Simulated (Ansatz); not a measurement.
Straining Al$_{2}$Cu

Theory: DFT PBEsol, scalar-relativistic, plane waves, PAW in Ansatz 0.2.0. Settings: 420 eV cutoff, 6×6×8 k-mesh, Gaussian smearing of 0.10 eV, no spin polarisation.

Reference structure (relaxed):

```
Al Cu
1.0
     5.99235    0.00000    0.00000
     0.00000    5.99235    0.00000
     0.00000    0.00000    4.82870
Al Cu
8 4
Direct
  0.15934 0.34066 0.00000
  0.15934 0.65934 0.50000
  0.84066 0.34066 0.50000
  0.84066 0.65934 0.00000
  0.65934 0.84066 0.50000
  0.65934 0.15934 0.00000
  0.34066 0.84066 0.00000
  0.34066 0.15934 0.50000
  0.00000 0.00000 0.75000
  0.00000 0.00000 0.25000
  0.50000 0.50000 0.25000
  0.50000 0.50000 0.75000
```

Deformation: shear that moves c along a by the strain times its height over the a-b plane, the cell held and the atoms relaxed, all within the symmetry that the strain leaves. Energies are extrapolated to zero smearing. On this cell's mesh the reference holds a stress of up to 0.25 GPa.

```csv
strain (%),ΔE (meV/atom),a (Å),b (Å),c (Å)
+0.0,0.0,5.992,5.992,4.829
+1.0,0.3,5.992,5.992,4.829
+2.0,1.2,5.992,5.992,4.830
+3.0,2.5,5.992,5.992,4.831
+4.0,4.0,5.992,5.992,4.833
+6.0,7.4,5.992,5.992,4.837
```

Question: Does one stiffness describe the whole range?

Answer: No: the innermost pair of points gives (1/V) d²E/dε² = 64 GPa and a cubic fit over all points 72 GPa, so terms beyond the third order count over this range.